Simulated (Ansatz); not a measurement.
# MoS2, space group R3m: a convergence test of the plane-wave cutoff

Computed with the Ansatz DFT code, driven from Python.

The cells in order, each with its output:

**Cell 1**
```python
import warnings

import ansatz as az
from ase import Atoms
```

**Cell 2**
```python
FUNCTIONAL = "PBE"
SMEARING = "cold"
SMEARING_WIDTH = 0.1
K_DENSITY = 3.8

warnings.simplefilter("ignore", az.DeckWarning)
```

**Cell 3**
```python
atoms = Atoms(
    ["Mo", "S", "S"],
    scaled_positions=[
        (0.0, 0.0, 0.0),
        (0.25, 0.25, 0.25),
        (0.417, 0.417, 0.417),
    ],
    cell=[
        (1.58, 0.912213, 6.15),
        (-1.58, 0.912213, 6.15),
        (0.0, -1.824427, 6.15),
    ],
    pbc=True,
)
cell = az.Crystal.from_ase(atoms)
```

**Cell 4**
```python
cell.resolved().tree()["lattice"]
```
Output:
```text
((1.58, 0.912213, 6.15), (-1.58, 0.912213, 6.15), (0.0, -1.824427, 6.15))
```

**Cell 5**
```python
calculation = cell.calculation()
calculation = calculation.functional(FUNCTIONAL)
calculation = calculation.occupations(SMEARING, width=SMEARING_WIDTH).kpoints(density=K_DENSITY)
```

**Cell 6**
```python
rows = []
for value in [250, 350, 450, 550]:
    data = calculation.basis(value).run(threads=1, backend="cpu").report
    rows.append((value, data["free_energy_ev"] / len(data["lattice"]["sites"]), data["n_iterations"], data["n_pw"]))
```

**Cell 7**
```python
print(" cutoff (eV)   F/atom (eV)    iterations   plane waves")
for row in rows:
    print(f"{str(row[0]):>12s}  {row[1]:12.5f}  {row[2]:12d}  {row[3]:12d}")

# the last row is the reference
for row in rows[:-1]:
    shift = 1000 * (row[1] - rows[-1][1])
    print(f"{row[0]}: {shift:+.2f} meV/atom" + ("  (within 1 meV)" if abs(shift) < 1 else ""))
```
Output:
```text
 cutoff (eV)   F/atom (eV)    iterations   plane waves
         250   -2254.00761             8           453
         350   -2254.24878             7           793
         450   -2254.25098             7          1179
         550   -2254.25135             7          1529
250: +243.73 meV/atom
350: +2.57 meV/atom
450: +0.37 meV/atom  (within 1 meV)
```

From 450 eV on it stays within 1 meV an atom of the value at 550 eV; the first row (250 eV) is off by 243.7 meV and the last but one by 0.37 meV. The energy falls steadily, as expected when plane waves are added. The last run costs about 2.3 times the first.

Notes:
- No spin polarisation was allowed.
- The starting cell is as deposited in a crystallographic database; the results hold for this polymorph, which needn't be the stable one.
- Shifts are counted from the last row, which is itself no proven limit.
- The script silences the warnings on its input, which a real study should read.
- The whole script took 26 s on 1 thread of Arm Neoverse V1, on a shared host, peak memory 0.48 GiB.

(Lines on the test bed's own set-up are left out of the output.)
